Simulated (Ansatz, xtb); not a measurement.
C4H11O+: which of two structures lies lower

Structure I: a singlet given by its coordinates. Structure II: `CC[C@H](C)[OH2+]`, a singlet. Both are isolated ions in the gas phase, relaxed with PBE-D3(BJ)/def2-SVP; the shapes shown needn't be the lowest conformers.

I (Å):

```xyz
16

C    -1.3599   -0.0293   -0.2696
C     0.1440   -0.1457   -0.2160
C     0.8717    1.0826    0.2778
C     0.7752   -0.8406   -1.3979
O     0.3505   -1.2873    0.9956
H    -1.8417   -0.9965   -0.5065
H    -1.6117    0.6806   -1.0839
H    -1.7867    0.3907    0.6633
H     1.9587    0.9109    0.4075
H     0.4360    1.4893    1.2121
H     0.7632    1.8720   -0.4950
H     1.8648   -0.9967   -1.2665
H     0.6514   -0.1795   -2.2800
H     0.2780   -1.8020   -1.6266
H    -0.0226   -0.9706    1.8518
H     1.3062   -1.4775    1.1477
```

Close contacts (Å): C1–C2 1.51, C2–C3 1.51, C2–C4 1.51, C2–O5 1.68, C1–H6 1.11, C1–H7 1.11, C1–H8 1.11, C3–H9 1.11, C3–H10 1.11, C3–H11 1.11, C4–H12 1.11, C4–H13 1.11, C4–H14 1.11, O5–H15 0.99, O5–H16 0.99.

II (Å):

```yaml
atoms:
  - { symbol: C, position_ang: [-0.8421, -1.1338, -0.7724] }
  - { symbol: C, position_ang: [-0.6576, 0.0445, 0.1886] }
  - { symbol: C, position_ang: [-0.3837, 1.3678, -0.4916] }
  - { symbol: C, position_ang: [-0.3571, 2.6031, 0.3615] }
  - { symbol: O, position_ang: [-1.6196, 1.5459, -1.4828] }
  - { symbol: H, position_ang: [0.0191, -1.2568, -1.4600] }
  - { symbol: H, position_ang: [-0.9536, -2.0798, -0.2089] }
  - { symbol: H, position_ang: [-1.7775, -1.0693, -1.3806] }
  - { symbol: H, position_ang: [-1.5255, 0.1526, 0.8731] }
  - { symbol: H, position_ang: [0.2238, -0.1356, 0.8408] }
  - { symbol: H, position_ang: [0.4792, 1.3011, -1.1871] }
  - { symbol: H, position_ang: [-1.2654, 2.6896, 0.9882] }
  - { symbol: H, position_ang: [-0.2189, 3.5278, -0.2327] }
  - { symbol: H, position_ang: [0.5202, 2.5238, 1.0362] }
  - { symbol: H, position_ang: [-1.8217, 0.6611, -1.8877] }
  - { symbol: H, position_ang: [-1.4607, 2.2026, -2.2006] }
```

Estimate E(II) − E(I) at the level CCSD(T)/def2-SVP + ΔMP2/def2-TZVPP.

Calculated at CCSD(T)/def2-SVP + ΔMP2/def2-TZVPP: E(II) − E(I) = +5.5 kcal/mol, so structure I lies lower.

The same difference at several levels:

```json
{"level": "GFN2-xTB", "geometry": "GFN2-xTB", "E(II) − E(I) (kcal/mol)": "+7.0", "departure from the last row (kcal/mol)": "+1.5", "job, with rough time for the two": "optimisation, 0.16 s"}
{"level": "HF/STO-3G", "geometry": "GFN2-xTB", "E(II) − E(I) (kcal/mol)": "+5.9", "departure from the last row (kcal/mol)": "+0.4", "job, with rough time for the two": "single point, 0.3 s"}
{"level": "r2SCAN-D4/def2-SVP", "geometry": "GFN2-xTB", "E(II) − E(I) (kcal/mol)": "+6.9", "departure from the last row (kcal/mol)": "+1.4", "job, with rough time for the two": "single point, 2.5 s"}
{"level": "PBE-D3(BJ)/def2-SVP", "geometry": "PBE-D3(BJ)/def2-SVP", "E(II) − E(I) (kcal/mol)": "+5.3", "departure from the last row (kcal/mol)": "−0.2", "job, with rough time for the two": "optimisation, 18 s"}
{"level": "HF/def2-SVP", "geometry": "PBE-D3(BJ)/def2-SVP", "E(II) − E(I) (kcal/mol)": "+6.1", "departure from the last row (kcal/mol)": "+0.5", "job, with rough time for the two": "part of the CCSD(T) run"}
{"level": "MP2/def2-SVP", "geometry": "PBE-D3(BJ)/def2-SVP", "E(II) − E(I) (kcal/mol)": "+6.3", "departure from the last row (kcal/mol)": "+0.8", "job, with rough time for the two": "part of the CCSD(T) run"}
{"level": "CCSD(T)/def2-SVP", "geometry": "PBE-D3(BJ)/def2-SVP", "E(II) − E(I) (kcal/mol)": "+6.3", "departure from the last row (kcal/mol)": "+0.7", "job, with rough time for the two": "single point"}
{"level": "CCSD(T)/def2-SVP + ΔMP2/def2-TZVPP", "geometry": "PBE-D3(BJ)/def2-SVP", "E(II) − E(I) (kcal/mol)": "+5.5", "departure from the last row (kcal/mol)": "", "job, with rough time for the two": "single point, 26 s"}
```

None of the levels shown reverses the order. The largest departure from CCSD(T)/def2-SVP + ΔMP2/def2-TZVPP is that of GFN2-xTB, 1.5 kcal/mol. The last row adds to CCSD(T) the change of the MP2 difference between the two basis sets, here −0.7 kcal/mol.

With harmonic frequencies from PBE-D3(BJ)/def2-SVP (ideal gas, rigid rotor, one conformer each, 400 K, 1 atm): the zero-point term adds +0.9 kcal/mol; ΔH is +6.0 and ΔG +6.3 kcal/mol.

The correlated steps freeze 5 core orbitals. Mirror images aren't counted in ΔG. Run with Ansatz 0.2.0, xtb 6.7.1; the last row on 2 threads of Intel(R) Xeon(R) 6975P-C (Granite Rapids) on a shared host.
